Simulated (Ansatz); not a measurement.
Input of an Ansatz 0.2.0 run:

File input.yaml:

```yaml
crystal:
  lattice:
    - [4.3, 0.0, 0.0]
    - [-2.15, 3.7239092363, 0.0]
    - [0.0, 0.0, 7.02]
  atoms:
    - { symbol: Cd, position: [0.6666666667, 0.3333333333, 0.5] }
    - { symbol: Cd, position: [0.3333333333, 0.6666666667, 0.0] }
    - { symbol: Se, position: [0.6666666667, 0.3333333333, 0.885] }
    - { symbol: Se, position: [0.3333333333, 0.6666666667, 0.385] }
hamiltonian:
  xc: pbe
  pseudopotentials: { kind: paw }
kpoints:
  mp_grid: { grid: [7, 7, 4] }
scf:
  occupations: { method: gaussian, width: 0.019 }
output:
  forces: true
  stress: true
  eigenvalues: true
```

Potentials or basis: Ansatz PAW.

Launch:

```sh
$ ansatz run input.yaml --threads 2 --pin off --max-ram 5632MiB --backend cpu --events-out ev --progress --plain --runs-dir out
```

Q: Predict the band gap on the k mesh.

A: 0.70 eV, direct.

Q: Predict the largest force.

A: 0.282 eV/Å.

Forces on the atoms (eV/Å):
```
Cd   0.000  0.000  0.282
Cd   0.000  0.000  0.282
Se   0.000  0.000 -0.282
Se   0.000  0.000 -0.282
```

Caveat: odd divisions of the mesh miss points on the zone boundary, where band edges often lie, so the gap on the mesh can be too wide.

**Experimental background.**

A printed reference work, data compilation reports, for a bulk crystal of CdSe at 2 K: band gap 1.841 eV.

Measured gap of CdSe: 1.841 eV (2 K; a printed reference work, data compilation). This calculation gives 0.70 eV (-1.14 eV). So large a miss can be the level of theory's own, or it may mean another phase, state or a wrong row. Spin-orbit coupling on Cd, Se is left out. The value is that of PBE, without temperature or zero-point motion. Semilocal functionals fall short of measured gaps as a rule.
